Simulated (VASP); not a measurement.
Crystal: PtS2.

```
CELL_PARAMETERS angstrom
3.11651 -1.91048 0.00000
3.11651 1.91048 0.00000
-0.00307 0.00000 4.39494
ATOMIC_POSITIONS crystal
Pt 0.00000 0.00000 0.00000
S 0.68790 0.68790 0.28890
S 0.31210 0.31210 0.71110
```

The cell was built by a generator and isn't the measured one.

Base run:

| Quantity | Value |
| --- | --- |
| Program | VASP 6.6.1 |
| Functional | LDA |
| Potentials or basis | VASP PAW LDA potentials, release 64 (Pt, S) |
| Cutoff | 520 eV |
| k mesh | 6 × 6 × 4 |
| Occupations | gaussian, width 0.05 eV |
| Spin | collinear spin, ferromagnetic start |
| Starting moments | [0.5, 0.0, 0.0] μB |
| Hubbard terms | Pt d U = 5 eV |

Its results: pressure -14.8 GPa; largest force 1.386 eV/Å.

Task: The run is repeated on the same cell with these changes: further incar settings from ALGO = Normal; EDIFF = 1e-06 to ALGO = Fast; EDIFF = 1e-07; fixed moment from none to 1 μB. What comes out?

Result: Pressure -12.7 GPa; site moments Pt +0.40; S +0.20 μB; largest force 1.114 eV/Å.

Caveats: forces of over 1 eV/Å show positions far from the minimum, so gaps and moduli don't describe the material at rest; the total moment is fixed, so each spin has its own Fermi level (some runs).
